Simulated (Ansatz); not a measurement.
Consider the substitution at a C–N bond: `CC(C)(C)[NH][Sn]([Cl])([Cl])[Cl]` + tert-butanol → `CC(C)(C)OC(C)(C)C` + `[NH2][Sn]([Cl])([Cl])[Cl]`.

Gas-phase electronic energies from Ansatz, PBE0-D4/def2-TZVP geometries. CCSD(T)/CBS adds triple-zeta CCSD(T) − MP2 to the extrapolated MP2 energy (def2 sets, frozen cores). def2 core potentials past Kr. For Sn outer-core shells are correlated without core-valence functions, which leaves a few kJ/mol of doubt a bond. Each species was taken in one conformer, which may not be the lowest.

```tsv
species	MP2/def2-SVP energy (Eh)
`CC(C)(C)[NH][Sn]([Cl])([Cl])[Cl]`	-1804.40294
`CC(C)(C)O`	-232.75992
`CC(C)(C)OC(C)(C)C`	-389.34788
`[NH2][Sn]([Cl])([Cl])[Cl]`	-1647.79613
```

(1) Work out ΔE.

Largest T1 diagnostic among the species: 0.011.

Results:

(1) ΔE = (-389.34788) + (-1647.79613) − (-1804.40294) − (-232.75992) = 0.01885 Eh = +0.51 eV. CCSD(T)/CBS gives +0.42 eV.

In def2-TZVPP, CCSD(T) changes the Hartree–Fock value by +0.05 eV (the triples alone add +0.00 eV) and MP2 by +0.10 eV. At CCSD(T), def2-SVP lies +0.05 eV from the extrapolated value and def2-TZVPP −0.04 eV.
